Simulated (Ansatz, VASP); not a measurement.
One calculation of BN, two programs

```xyz
4
Lattice="2.4619 0.0000 0.0000 -1.2310 2.1321 0.0000 0.0000 0.0000 8.4899" Properties=species:S:1:pos:R:3 pbc="T T T"
B     0.0000    1.4214    2.1225
B     1.2310    0.7107    6.3674
N     0.0000    1.4214    6.3674
N     1.2310    0.7107    2.1225
```

Change from the starting cell: biaxial strain in the a-b plane, c and atoms relaxed: -2.0 %.

Alike in both runs: functional PBE; k mesh 12 × 12 × 4; occupations gaussian, width 0.02 eV; no spin polarisation.

Ansatz relaxed the structure, and its values are those at the end. VASP's run is a single point on that final structure, the one shown.

|  | VASP | Ansatz |
| --- | --- | --- |
| version | VASP 6.6.1 | Ansatz 0.2.0 |
| potentials or method | VASP PAW PBE potentials, release 64 (B, N) | scalar-relativistic, plane waves, PAW |
| plane-wave cutoff (eV) | 520 | 420 |
| valence electrons in the cell | 16 | 16 |

|  | VASP | Ansatz | Ansatz less VASP |
| --- | --- | --- | --- |
| gap on the k mesh at the Fermi level (eV) | 4.31 | 4.31 | +0.002 |
| least direct gap on the mesh (eV) | 4.81 | 4.82 | +0.003 |
| pressure (GPa) | 12.3 | 12.3 | -0.04 |

Caveats: this functional lacks dispersion, which binds the layers, so the pressure and a relaxed spacing across them are unreliable. A k mesh can miss the band edges.
